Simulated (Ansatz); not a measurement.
Put InO2 in F-43m (No. 216): In on 4a; O on 4c and 4b.

These are results of DFT PBE, scalar-relativistic, plane waves, PAW in Ansatz 0.2.0, not measurements. Cutoff 420 eV, Γ-centred mesh, Gaussian smearing, collinear spin.

The zero of energy is the elements' standard structures at the same level (O₂ as a molecule); no fitted shifts are applied.

Question: Give the relaxed lattice parameters and positions.

Answer:

Space group F-43m (No. 216). a = 5.298 Å, b = 5.298 Å, c = 5.298 Å, α = 90.00°, β = 90.00°, γ = 90.00°
```tsv
atom	site	symmetry	x	y	z
In	4a	-43m	0.0000	0.0000	0.0000
O	4c	-43m	0.2500	0.2500	0.2500
O	4b	-43m	0.5000	0.0000	0.0000
```

In is surrounded by 4 O at 2.29 Å and 6 O at 2.65 Å; O on its first site is surrounded by 4 In at 2.29 Å and 4 O at 2.29 Å; around O on its second site lie 4 O at 2.29 Å and 6 In at 2.65 Å.

Question: And its energy and gap?

Answer: The energy over the elements is −0.17 eV/atom, the gap on the 16×16×16 mesh of the 3-atom cell is 0 eV (a metal) and the net moment per atom is 0.34 μB. The moment by site is O 0.4, 0.7 μB. Whether it is stable depends on the other phases of the system, which aren't compared here.

The last run used collinear spin and Gaussian smearing of 0.10 eV. Another magnetic order may lie lower. A structure relaxed within its symmetry needn't be a true minimum. Site moments count only spheres around the atoms; the net moment includes the space between them.
